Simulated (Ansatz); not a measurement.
# Cadmium, diamond: HSE06 after PBE

How do the levels change when part of the exchange is made exact, and what does it cost? Spin polarisation is left out. The geometry was relaxed under PBE beforehand and is kept. Exact exchange is dear, so the k-mesh is coarse, and PBE is run on the same mesh for comparison.

Computed with Ansatz 0.2.0 (DFT, plane waves (420 eV) with PBE-made PAW files, scalar-relativistic; functionals as named at each step, unless a step says otherwise).

## (1) The system as given

It takes space group Fd-3m (No. 227, cubic). Conventional cell: a = 6.680 Å, b = 6.680 Å, c = 6.680 Å, α = 90.00°, β = 90.00°, γ = 90.00°. Cd (site symmetry -43m) is surrounded by 4 Cd at 2.89 Å.

Structure file:

```
CELL_PARAMETERS angstrom
0.00000 3.34022 3.34022
3.34022 0.00000 3.34022
3.34022 3.34022 0.00000
ATOMIC_POSITIONS crystal
Cd 0.12500 0.12500 0.12500
Cd 0.87500 0.87500 0.87500
```

## (2) PBE on the coarse mesh

The run with PBE.

input.yaml reads:

```yaml
crystal:
  lattice:
    - [0.0, 3.3402176651, 3.3402176651]
    - [3.3402176651, 0.0, 3.3402176651]
    - [3.3402176651, 3.3402176651, 0.0]
  atoms:
    - { symbol: Cd, position: [0.125, 0.125, 0.125] }
    - { symbol: Cd, position: [0.875, 0.875, 0.875] }
hamiltonian:
  xc: pbe
  pseudopotentials:
    kind: paw
    azcp:
      Cd: "pseudopotentials/Cd.paw.azcp"
basis:
  ecutwfc: 420
  fft_grid_basis: typed
kpoints:
  mp_grid: { grid: [4, 4, 4], shift: [0, 0, 0] }
magnetization:
  spin_polarized: false
scf:
  occupations: { method: fermi_dirac, width: 0.1 }
```

The run is started by

```
$ ansatz run input.yaml --threads 4 --pin off --max-ram 8192MiB --backend cpu --events-out ev --progress --plain --runs-dir out
```

The program printed, shortened:

```text
Warning: RAYON_NUM_THREADS=4 ignored (pool sized by the plan → 4); use --threads N
[...]
Pseudopotentials: kind: paw
Pseudopotential: Cd, paw, valence charge 20, recommended cutoff 420 eV (normal), <dir>
Functional definition: PBE
[...]
Crystal: 2 atoms, lattice volume = 74.534 Å³
Basis set: ecut = 420 eV, 1459 PW (Γ)
Bands: 24, of which v1, the nominal top of the filled ones, is band 20 counted from 1 (19 counted from 0)
Symmetry: 48 space group operations
Space group: Fd-3m (ITA 227), of the structure as read, at distance tolerance 4.2e-5 Å
k-points: 8 of 64
[...]
SCF iter   1: F=—  HF=-16508.155332 eV  |F-HF|=—  |Δ(HF+E_count)|=         —  Δρ=1.07e-3  dr2=1.70e-3  ethr=1.77e-3  ⟨swp⟩=5.4  Hψ=763  notcnv=0
[...]
SCF iter   6: F=-16508.156123 eV  HF=-16508.156123 eV  |F-HF|=3.84e-8  |Δ(HF+E_count)|=   1.24e-6  Δρ=3.70e-6  dr2=6.26e-9  ethr=2.50e-10  ⟨swp⟩=3.0  Hψ=401  notcnv=0
[...]
SCF converged after 6 iterations
Free energy (F): -16508.156123 eV
[...]
E sigma→0 (E₀):  -16508.116616 eV
Entropy (-TS):   -0.079013 eV (-39.507 meV/atom)
Fermi energy:    7.044557 eV
[...]
```

Run time: 0.33 s. Hardware: 4 threads of Arm Neoverse V1, shared host; peak memory 0.29 GiB.

## (3) HSE06 on the coarse mesh

The run with HSE06.

input.yaml: that of step 2 with these lines changed.

```diff
@@ -9,3 +9,3 @@
 hamiltonian:
-  xc: pbe
+  xc: hse06
   pseudopotentials:
@@ -23 +23,6 @@
   occupations: { method: fermi_dirac, width: 0.1 }
+output:
+  write_density: true
+  write_potential: true
+  elf: true
+  volumetric_format: npy
```

The run is started by

```
$ ansatz run input.yaml --threads 4 --pin off --max-ram 8192MiB --backend cpu --events-out ev --progress --plain --runs-dir out
```

The program printed, shortened:

```text
Warning: RAYON_NUM_THREADS=4 ignored (pool sized by the plan → 4); use --threads N
[...]
[... 2 set-up lines as earlier in the session ...]
Functional definition: HSE06
[...]
Crystal: 2 atoms, lattice volume = 74.534 Å³
Basis set: ecut = 420 eV, 1459 PW (Γ)
Bands: 24, of which v1, the nominal top of the filled ones, is band 20 counted from 1 (19 counted from 0)
[... 2 set-up lines as earlier in the session ...]
k-points: 8 of 64
[...]
SCF iter   1: F=—  HF=-16508.155654 eV  |F-HF|=—  |Δ(HF+E_count)|=         —  Δρ=1.55e-3  dr2=2.79e-3  ethr=1.77e-3  ⟨swp⟩=8.8  Hψ=796  notcnv=0
[...]
Frozen-core exchange: fock
[...]
SCF 2 stopped early in 7 iterations: F = -16515.276053 eV  dr2 = 3.06e-7
hybrid outer 1: dexx = +7.533e-3 eV, tail = 3.65e-5 eV
[...]
Frozen-core exchange: fock
[...]
hybrid outer 2: dexx = +3.658e-7 eV, tail = 1.03e-7 eV, Δε = 2.08e-3 eV (about 1.25e-4 eV left of the loop's levels)
hybrid SCF converged: 2 outer / 9 inner (+6 warm-up), last move |dexx| = 3.66e-7 eV, tail = 1.03e-7 eV
Stability not checked: this state was not tested for a lower state beside it, because the functional holds exact exchange (a hybrid, or Hartree-Fock), whose exchange loop this test does not read (fock_operator; see scf.lower_state_search)
Free energy (F): -16515.276228 eV
Frozen-core exchange: fock
[...]
E sigma→0 (E₀):  -16515.240765 eV
Entropy (-TS):   -0.070926 eV (-35.463 meV/atom)
Fermi energy:    7.058147 eV
[...]
--- Band table (eV; the first three rows and the last of 8) ---
[... band rows left out ...]
[...]
  guard bands above this table: 1 of the run's 24 bands, where the rule asks 3: the bands that hold charge and the lowest empty level above them stay in the table. The solve was not asked for them (output.publish_guard_bands: true or output.eigenvalues: true publishes all)
```

Run time: 4.1 s. Hardware: 4 threads of Arm Neoverse V1, shared host; peak memory 0.83 GiB.

Axes a, b and c in the maps are those of this run's conventional cell (a, b, c = 6.680, 6.680, 6.680 Å).

Density in a lattice plane of the grid's cell (edges 6.68 and 6.68 Å, at 0.125 of the third edge), which holds Cd.

Ten even steps from ' ' (0.01 e/Å³) to '@' (22.03 e/Å³):
```
                                                
                                                
                                                
                                                
                                                
                          ..::==::..            
                          ::##@@##::            
                          ::##@@##::            
                          ..--==--..            
                                                
                                                
                                                
                                                
                                                
                                                
  ..::==::..                                    
  ::##@@##::                                    
  ::##@@##::                                    
  ..--==--..                                    
                                                
```
Columns run along the first of these edges and rows up along the second, over one cell in 24 and 20 even steps from the bottom left corner. Atoms in the plane (fractional): Cd at (0.12, 0.12), Cd at (0.62, 0.62).

ELF in the same plane.

Ten even steps from ' ' (0.02) to '@' (0.85):
```
::::::::::::::::::::::..................::::::::
::::::::::::::::::::::::::::......::::::::::::::
::::::..::::::::::::::::::::::::::::::::::::::::
................::::::::::::::::::::::::::::::..
..          ......::::::::::------::::::::::....
              ....::::::::==****++==::::::::....
                ..::::::--++%%@@%%++--::::::..  
                ..::::::--++%%@@%%++--::::::..  
              ....::::::::==****++==::::::::....
..          ......::::::::::------::::::::::....
................::::::::::::::::::::::::::::::..
::::......::::::::::::::::::::::::::::::::::::::
::::::::::::::::::::::::::::::..::::::::::::::::
::::::::::::::::::::::..................::::::::
::::------::::::::::......          ......::::::
::==****++==::::::::....              ....::::::
--++%%@@%%++--::::::..                  ..::::::
--++%%@@%%++--::::::..                  ..::::::
::==****++==::::::::....              ....::::::
::::------::::::::::......          ......::::::
```
Columns run along the first of these edges and rows up along the second, over one cell in 24 and 20 even steps from the bottom left corner. Atoms in the plane (fractional): Cd at (0.12, 0.12), Cd at (0.62, 0.62).

Both are smooth fields of the valence electrons: close to the nuclei they are not physical.

## (4) Side by side

```csv
functional,gap on the mesh,Fermi energy (eV),SCF cycles,exchange loops,CPU time
PBE,none (levels filled in part),7.045,6,-,0.88 s
HSE06,none (levels filled in part),7.058,15,2,12 s
```

## (5) Outcome

```
                         quantity                         value
                         PBE: gap  none (levels filled in part)
                       HSE06: gap  none (levels filled in part)
HSE06: SCF cycles, exchange loops                         15, 2
 HSE06: CPU time over that of PBE                            14
           HSE06: relative to hcp                 +439 meV/atom
```

Neither PBE nor HSE06 shows a clean gap on this mesh. HSE06 cost 14 times the CPU time of PBE. HSE06 needed 2 outer loops of the exchange operator. To compare with dense-mesh energies, the change of PBE from this mesh and smearing to its dense run (-64.9 meV/atom, from a run not shown) is added. Under HSE06 it lies 439 meV/atom above hcp (computed apart in the same way); on such meshes a few tens of meV are uncertain for metals. The total energies in the logs cannot be compared from one functional to another.
